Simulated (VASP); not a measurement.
# Re (P6_3/mmc) in VASP: elastic constants with LDA

Aim: the elastic constants of Re with LDA.

Program: VASP 6.6.1. These are calculated values, not measurements. Logs are shortened: lines on timing, memory, paths and dates and some standing lists are left out, and cuts for length are marked.

### Step 1. The structure

The structure is hexagonal, space group P6_3/mmc (No. 194). The conventional cell has a = 2.761 Å, b = 2.761 Å, c = 4.456 Å, α = 90.00°, β = 90.00°, γ = 120.00°. Re (site symmetry -6m2) is surrounded by 12 Re at 2.74 to 2.76 Å.

### Step 2. Elastic constants, LDA

POSCAR

```
Re
1.0
    2.7610000000      0.0000000000      0.0000000000
   -1.3805000000      2.3910961400      0.0000000000
    0.0000000000      0.0000000000      4.4560000000
Re
2
Direct
    0.3333333300      0.6666666700      0.2500000000
    0.6666666700      0.3333333300      0.7500000000
```

INCAR.step1

```
PREC     = Accurate       # precision mode
ENCUT    = 600            # plane-wave cutoff, eV
EDIFF    = 1E-8           # SCF threshold, eV
ISMEAR   = 0              # smearing method
SIGMA    = 0.1            # smearing width, eV
LREAL    = F              # projectors in reciprocal space
LASPH    = T              # aspherical terms in the spheres
NELM     = 80             # most SCF steps
ALGO     = Normal         # electronic algorithm
ISIF     = 3              # what is computed and relaxed
LWAVE    = F              # write WAVECAR
LCHARG   = F              # write CHGCAR
IBRION   = 2              # ionic algorithm
NSW      = 40             # ionic steps
EDIFFG   = -0.002         # ionic threshold
```

INCAR.step2

```
PREC     = Accurate       # precision mode
ENCUT    = 600            # plane-wave cutoff, eV
EDIFF    = 1E-8           # SCF threshold, eV
ISMEAR   = 0              # smearing method
SIGMA    = 0.1            # smearing width, eV
LREAL    = F              # projectors in reciprocal space
LASPH    = T              # aspherical terms in the spheres
NELM     = 80             # most SCF steps
ALGO     = Normal         # electronic algorithm
ISIF     = 3              # what is computed and relaxed
LWAVE    = F              # write WAVECAR
LCHARG   = F              # write CHGCAR
IBRION   = 6              # ionic algorithm
NFREE    = 2            
POTIM    = 0.015          # step
NSW      = 1              # ionic steps
```

KPOINTS

```
Automatic mesh
0
Gamma
  24 24 12
```

Potentials or basis: VASP PAW LDA potentials, release 64 (Re).

Started as:

```bash
cat potpaw_LDA.64/Re/POTCAR > POTCAR
cp INCAR.step1 INCAR
mpirun -np 1 vasp_std > vasp.out
cp CONTCAR POSCAR
cp INCAR.step2 INCAR
mpirun -np 1 vasp_std > vasp.out
```

OUTCAR:

```text
PREC = Accurate
   ENCUT = 600
   EDIFF = 1E-8
   ISMEAR = 0
   LREAL = F
   LASPH = T
   NELM = 80
   ISIF = 3
   IBRION = 6
   NFREE = 2
   POTIM = 0.015
   NSW = 1

 ion  position               nearest neighbor table
   1  0.333  0.667  0.250-   2 2.72   2 2.72   2 2.72   2 2.72   2 2.72   2 2.72
   2  0.667  0.333  0.750-   1 2.72   1 2.72   1 2.72   1 2.72   1 2.72   1 2.72

  LATTYP: Found a hexagonal cell.
 ALAT       =     2.7416267843
 C/A-ratio  =     1.6124559443

  Lattice vectors:

 A1 = (   2.7416267843,   0.0000000000,   0.0000000000)
 A2 = (  -1.3708133922,   2.3743184431,   0.0000000000)
 A3 = (   0.0000000000,   0.0000000000,   4.4207524056)

Analysis of symmetry for initial positions (statically):
=====================================================================
 Subroutine PRICEL returns:
 Original cell was already a primitive cell.

 Routine SETGRP: Setting up the symmetry group for a
 hexagonal supercell.

 Subroutine GETGRP returns: Found 24 space group operations
 (whereof 12 operations were pure point group operations)
 out of a pool of 24 trial point group operations.

The static configuration has the point symmetry D_3d.
 The point group associated with its full space group is D_6h.

Analysis of symmetry for dynamics (positions and initial velocities):
=====================================================================
 Subroutine PRICEL returns:
 Original cell was already a primitive cell.

 Routine SETGRP: Setting up the symmetry group for a
 hexagonal supercell.

 Subroutine GETGRP returns: Found 24 space group operations
 (whereof 12 operations were pure point group operations)
 out of a pool of 24 trial point group operations.

The dynamic configuration has the point symmetry D_3d.
 The point group associated with its full space group is D_6h.

 Subroutine INISYM returns: Found 24 space group operations
 (whereof 12 operations are pure point group operations),
 and found     1 'primitive' translations

----------------------------------------------------------------------------------------

                                     Primitive cell

  volume of cell :      28.7769

  direct lattice vectors                    reciprocal lattice vectors
     2.741626784  0.000000000  0.000000000     0.364746947  0.210586748  0.000000000
    -1.370813392  2.374318443  0.000000000     0.000000000  0.421173496  0.000000000
     0.000000000  0.000000000  4.420752406     0.000000000  0.000000000  0.226205837

  length of vectors
     2.741626784  2.741626784  4.420752406     0.421173496  0.421173496  0.226205837

  position of ions in fractional coordinates (direct lattice)
     0.333333330  0.666666670  0.250000000
     0.666666670  0.333333330  0.750000000

  ion indices of the primitive-cell ions
   primitive index   ion index
                 1           1
                 2           2

----------------------------------------------------------------------------------------

 KPOINTS: Automatic mesh

Automatic generation of k-mesh.
 Grid dimensions read from file:
 generate k-points for:   24   24   12

 Generating k-lattice:

  Cartesian coordinates                     Fractional coordinates (reciprocal lattice)
     0.015197789  0.008774448  0.000000000     0.041666667  0.000000000  0.000000000
     0.000000000  0.017548896  0.000000000     0.000000000  0.041666667  0.000000000
     0.000000000  0.000000000  0.018850486     0.000000000  0.000000000  0.083333333

  Length of vectors
[... 115 lines left out ...]
  in kB       -0.0688675     -0.0688675     -0.0864800      0.0000000      0.0000000      0.0000000
  external PRESSURE =      -0.0747383 kB  Pullay stress =       0.0000000 kB
[... 89 lines left out ...]
  FREE ENERGIE OF THE ION-ELECTRON SYSTEM (eV)
  ---------------------------------------------------
  free  energy   TOTEN  =       -27.5204840938 eV

  energy  without entropy=      -27.5132877825  energy(sigma->0) =      -27.51688594

[... ionic steps 4 to 14 ...]

--------------------------------------- Ionic step       15  -------------------------------------------

 number of electron      14.0000000 magnetization

------------------------ aborting loop because EDIFF is reached ----------------------------------------
[... 67 lines left out ...]
--------------------------------------- Ionic step       17  -------------------------------------------

 number of electron      14.0000000 magnetization

 Free energy of the ion-electron system (eV)
  ---------------------------------------------------
  ext. energy  EPLUGINS =         0.00000000
  ---------------------------------------------------
  free energy    TOTEN  =       -27.53477814 eV

  energy without entropy =      -27.52734498  energy(sigma->0) =      -27.53106156

 E-fermi :   8.1255     XC(G=0): -13.9622

 val. band max:        8.1207967637   @ k =   0.3333   0.3333   0.5000
 cond. band min:       8.1265484043   @ k =   0.4583   0.0833   0.1667
 fundamental gap:      0.0057516405
 Fermi energy:         8.1254919625

 k-point     1 :       0.0000    0.0000    0.0000
  band No.  band energies     occupation
      1      -1.8147      2.00000
      2       1.3594      2.00000
      3       6.4660      2.00000
      4       6.4660      2.00000
      5       6.4894      2.00000
      6       7.3356      2.00000
      7       7.3356      2.00000
      8       8.2828      0.02608
      9       8.2828      0.02608
     10       8.9452      0.00000
     11      11.5844      0.00000
[... 309 lines left out ...]
 k-point    24 :       0.4583    0.0417    0.0000
  band No.  band energies     occupation
      1       2.0310      2.00000
      2       2.2443      2.00000
      3       2.7472      2.00000
      4       6.0680      2.00000
      5       6.3733      2.00000
      6       6.7428      2.00000
      7       7.5322      2.00000
      8      12.1664      0.00000
      9      12.5508      0.00000
     10      12.6105      0.00000
     11      14.1814      0.00000

 [... further k-points ...]

------------------------ aborting loop because EDIFF is reached ----------------------------------------

  FORCE on cell =-STRESS in cart. coord.  units (eV):
  Direction    XX          YY          ZZ          XY          YZ          ZX
  --------------------------------------------------------------------------------------
  -------------------------------------------------------------------------------------
  Total        0.0022889      0.0022889      0.0101350      0.0000000      0.0000000      0.0000000
  in kB        0.1274392      0.1274392      0.5642767      0.0000000      0.0000000      0.0000000
  external PRESSURE =       0.2730517 kB  Pullay stress =       0.0000000 kB
[... 17 lines left out ...]
  FREE ENERGIE OF THE ION-ELECTRON SYSTEM (eV)
  ---------------------------------------------------
  free  energy   TOTEN  =       -27.5347781434 eV

  energy  without entropy=      -27.5273449842  energy(sigma->0) =      -27.53106156

 INTERNAL STRAIN TENSORS FROM STRAINED CELLS
 ============================================

 INTERNAL STRAIN TENSOR FOR ION    1 for displacements in x,y,z  (eV/Angst):
          X           Y           Z          XY          YZ          ZX
  --------------------------------------------------------------------------------
  x    -0.00000    -0.00000    -0.00000    -3.97156     0.00000     0.00000
  y    -3.96746     3.97554    -0.00000    -0.00004     0.00006    -0.00036
  z     0.00000     0.00000     0.00000     0.00000    -0.00013     0.00000

 INTERNAL STRAIN TENSORS FROM DISPLACED ATOMS
 ============================================

 INTERNAL STRAIN TENSOR FOR ION    1 for displacements in x,y,z  (eV/Angst):
          X           Y           Z          XY          YZ          ZX
  --------------------------------------------------------------------------------
  x     0.00000     0.00000     0.00000    -4.03428     0.00000     0.00000
  y    -4.03428     4.03428     0.00000     0.00000     0.00000     0.00000
  z     0.00000     0.00000    -0.00000     0.00000     0.00000     0.00000

 INTERNAL STRAIN TENSOR FOR ION    2 for displacements in x,y,z  (eV/Angst):
          X           Y           Z          XY          YZ          ZX
  --------------------------------------------------------------------------------
  x     0.00000     0.00000     0.00000     4.03428     0.00000     0.00000
  y     4.03428    -4.03428     0.00000    -0.00000     0.00000     0.00000
  z     0.00000     0.00000     0.00000     0.00000     0.00000     0.00000

 Eigenvectors and eigenvalues of the dynamical matrix
 ----------------------------------------------------

   1 f  =    3.476718 THz    21.844863 2PiTHz  115.970825 cm-1    14.378543 meV
             X         Y         Z           dx          dy          dz
     -0.000000  1.582879  1.105188     0.000001    0.707107    0.000000
      1.370813  0.791439  3.315564    -0.000001   -0.707107    0.000000
[... 16 lines left out ...]
   5 f  =    0.000000 THz     0.000000 2PiTHz    0.000001 cm-1     0.000000 meV
             X         Y         Z           dx          dy          dz
     -0.000000  1.582879  1.105188     0.365731    0.605179    0.000000
      1.370813  0.791439  3.315564     0.365731    0.605179    0.000000

   6 f/i=    0.000000 THz     0.000000 2PiTHz    0.000000 cm-1     0.000000 meV
             X         Y         Z           dx          dy          dz
     -0.000000  1.582879  1.105188    -0.000000   -0.000000    0.707107
      1.370813  0.791439  3.315564     0.000000    0.000000    0.707107

--------------------------------------------------------------------------------------------------------

 ELASTIC MODULI CONTR FROM IONIC RELAXATION (kBar)
 Direction    XX          YY          ZZ          XY          YZ          ZX
 --------------------------------------------------------------------------------
 XX        -196.7869    196.7869      0.0000      0.0000      0.0000      0.0000
 YY         196.7869   -196.7869     -0.0000     -0.0000      0.0000      0.0000
 ZZ           0.0000     -0.0000     -0.0000      0.0000      0.0000      0.0000
 XY           0.0000     -0.0000      0.0000   -196.7869      0.0000      0.0000
 YZ           0.0000      0.0000      0.0000      0.0000      0.0000      0.0000
 ZX           0.0000      0.0000      0.0000      0.0000      0.0000      0.0000
 --------------------------------------------------------------------------------

 TOTAL ELASTIC MODULI (kBar)
 Direction    XX          YY          ZZ          XY          YZ          ZX
 --------------------------------------------------------------------------------
 XX        6715.6121   3097.2672   2550.5463      0.0000      0.0000      0.0000
 YY        3097.2672   6715.6121   2550.5463      0.0000      0.0000     -0.0000
 ZZ        2550.5463   2550.5463   7327.0526      0.0000      0.0000     -0.0000
 XY           0.0000     -0.0000      0.0000   1809.1725      0.0000      0.0000
 YZ           0.0000      0.0000      0.0000      0.0000   1771.6001      0.0000
 ZX           0.0000      0.0000     -0.0000      0.0000      0.0000   1771.6001
 --------------------------------------------------------------------------------
```

It took 48 min on 1 thread of Intel Xeon Platinum 8488C (Sapphire Rapids), shared host; peak memory 1.3 GiB.

What came out:

```
Relaxed volume                         : 14.39 Å³/atom
Relaxed cell                           : a = 2.742 Å, b = 2.742 Å, c = 4.421 Å, α = 90.00°, β = 90.00°, γ = 120.00°
Space group after relaxing (to 0.05 Å) : P6_3/mmc (No. 194)
Voigt bulk modulus                     : 413 GPa
Highest phonon frequency at Γ          : 116 cm⁻¹
```

Step by step:
```
step  energy change (eV)  largest force (eV/Å)  pressure (GPa)  volume (Å³)
   1              0.0000                0.0000           -8.65        29.42
   2              0.3454                0.0000           48.48        26.16
   3             -0.0176                0.0000           -0.41        28.81
   4             -0.0177                0.0000           -0.05        28.78
   5             -0.0177                0.0000            0.13        28.77
   6             -0.0176                0.0000           -0.46        28.81
   7             -0.0177                0.0000           -0.05        28.78
   8             -0.0177                0.0000            0.05        28.77
   9             -0.0177                0.0000            0.00        28.78
```

Final structure:
```
CELL_PARAMETERS angstrom
2.74163 0.00000 0.00000
-1.37081 2.37432 0.00000
0.00000 0.00000 4.42075
ATOMIC_POSITIONS crystal
Re 0.33333 0.66667 0.25000
Re 0.66667 0.33333 0.75000
```

Phonon frequencies in cm⁻¹ (negative: imaginary):
```csv
q point,frequencies
"(0.000, 0.000, 0.000)",0 0 0 88 116 116
```

Elastic tensor in Voigt notation (GPa, in the Cartesian axes of the cell as first typed):
```
672 310 255   0   0   0
310 672 255   0   0   0
255 255 733   0   0   0
  0   0   0 177   0   0
  0   0   0   0 177   0
  0   0   0   0   0 181
```

Clamped-ion elastic tensor (GPa):
```
691 290 255   0   0   0
290 691 255   0   0   0
255 255 733   0   0   0
  0   0   0 177   0   0
  0   0   0   0 177   0
  0   0   0   0   0 201
```

The run has no spin-orbit coupling, so splittings on Re are missing.
